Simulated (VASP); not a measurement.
**CoO in VASP: the effect of strain**

Crystal: CoO.

```
Co O
1.0
     2.71531    0.00000    0.00000
    -1.35766    2.44951    0.00000
     0.00000    0.00000    2.72172
Co O
1 1
Direct
  0.00000 0.00000 0.50000
  0.66667 0.33333 0.00000
```

The cell was built by a generator and needn't be a form met in nature.

The cell isn't the ideal one: strain = -0.04.

Alike in all runs:

```yaml
Program: VASP 6.6.1
Task: relaxation of the atoms
Functional: PBE
Potentials_or_basis: VASP PAW PBE potentials, release 64 (Co, O)
Cutoff: 520 eV
k_mesh: 8 × 8 × 7
Occupations: fermi-dirac, width 0.05 eV
Spin: collinear spin, ferromagnetic start
Starting_moments: "[2.0, 0.0] μB"
Strain_kind: uniaxial_x
Further_INCAR_settings: ALGO = Fast; EDIFF = 1e-06; IBRION = 2; EDIFFG = -0.01; NSW = 60
```

Each run relaxes the cell or the atoms first.

```csv
strain,pressure (GPa)
-0.04,?
-0.02,3.2
-0.01,1.4
0,-0.4
0.01,-2.0
0.02,-3.3
0.04,-6.2
```

Question: What does the run with strain -0.04 give?

Answer: Pressure 7.4 GPa.

Worked out: A parabola through the other rows of the pressure, of slope -205 GPa per unit of strain there, extrapolates to 7.1 GPa, against the run's 7.4.

Caveats: a cell with one magnetic atom can't hold antiferromagnetic order, which such compounds often take; the relaxation stopped at its first step, so nothing moved (some runs).
